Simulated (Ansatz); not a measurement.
## Lattice vibrations of MoP at Γ at 11 GPa

All numbers below come from DFT LDA, scalar-relativistic, plane waves, PAW in Ansatz. Plane waves to 420 eV; Γ-centred k mesh 18×18×14; Fermi-Dirac smearing of 0.15 eV. No spin polarisation. Phonons by linear response, acoustic sum rule imposed.

The cell, relaxed at 11 GPa:
```xyz
2
Lattice="3.1400 0.0000 0.0000 -1.5700 2.7193 0.0000 0.0000 0.0000 3.1307" Properties=species:S:1:pos:R:3 pbc="T T T"
Mo    0.0000    0.0000    0.0000
P     0.0000    1.8129    1.5653
```

In a metal, frequencies and elastic constants depend on the k mesh and the smearing, soft modes and shear constants most. Other phases may be more stable at this pressure.

Problem. Is this structure stable against zone-centre distortions?

Solution. Yes, at Γ: no optical mode is imaginary. Strains and other wave vectors aren't tested by this run.

Problem. List the optical modes at Γ (i marks imaginary ones).

Solution.
```csv
frequency (cm⁻¹),degeneracy
438,2
445,1
```

Cost: 1 run of about 1.3 core-minutes, on AMD EPYC 7R43 (Zen 3) (shared hosts).